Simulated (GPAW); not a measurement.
Runs of GPAW 26.7.0 on SnTe. It takes space group Fm-3m (No. 225, cubic). The conventional cell has a = 6.302 Å, b = 6.302 Å, c = 6.302 Å, α = 90.00°, β = 90.00°, γ = 90.00°. Te (site symmetry m-3m) is surrounded by 6 Sn at 3.15 Å. Sn (site symmetry m-3m) has 6 Te at 3.15 Å as nearest neighbours. 

| task | level | potentials or basis | spin | k mesh | cutoff (eV) | maxiter | band path | band points | spin axis theta (degrees) | spin axis phi (degrees) | mesh quality | gap on the mesh (eV) | pressure (GPa) |
| --- | --- | --- | --- | --- | --- | --- | --- | --- | --- | --- | --- | --- | --- |
| band structure | PBEsol | PAW data sets generated in the run's folder for this functional, pw | SOC, no magnetisation | 7 × 7 × 7 | 600 | 150 | GXWKGLUWLK,UX | 80 | 0 | 0 | not flagged | - | -0.7 |
| band structure | PBEsol | PAW data sets generated in the run's folder for this functional, pw | off | 7 × 7 × 7 | 600 | 150 | GXWKGLUWLK,UX | 80 | - | - | not flagged | - | -0.7 |
| band structure | r2SCAN | GPAW PAW data sets (gpaw-data 1.2.1), pw | SOC, no magnetisation | 6 × 6 × 6 | 600 | 150 | GXWKGLUWLK,UX | 60 | 90 | 45 | not flagged | 0.26 | 1.5 |
| band structure | BLYP | PAW data sets generated in the run's folder for this functional, pw | SOC, no magnetisation | 6 × 6 × 6 | 600 | 150 | GXWKGLUWLK,UX | 80 | 90 | 45 | not flagged | (a) | 5.9 |
| single point | HSE06 | GPAW PAW data sets (gpaw-data 1.2.1), pw | off | 4 × 4 × 4 | 450 | 60 | - | - | - | - | coarse | 0.09 | - |
| band structure | PBEint | PAW data sets generated in the run's folder for this functional, pw | SOC, no magnetisation | 6 × 6 × 6 | 600 | 150 | GXWKGLUWLK,UX | 80 | 90 | 0 | not flagged | (c) | -0.1 |
| band structure | OLYP | PAW data sets generated in the run's folder for this functional, pw | SOC, no magnetisation | 6 × 6 × 6 | 600 | 150 | GXWKGLUWLK,UX | 100 | 0 | 0 | not flagged | (b) | 2.8 |

Alike in all rows: cell as given; smearing fermi-dirac 0.05 eV.

Problem. Estimate the missing entries.

Solution. (a) 0.20; (b) 0.23; (c) 0.34.

Caveats: some runs use coarse meshes; spin-orbit coupling was added after a scalar SCF, so levels and gaps hold it while energy, forces, pressure and moments don't (some runs); this program's spin-orbit splittings come out too wide for heavy elements (some runs); spin-orbit coupling is left out, which moves the levels of the heavy elements (some runs); the PAW data sets were made with another functional, which shifts forces and pressure a little (some runs); exact exchange converges slowly with the k mesh, and this mesh is small (some runs).

A k mesh can miss the band edges, and rows without SOC leave out spin-orbit coupling on Sn, Te.

Runs at the PBE level aren't shown here.
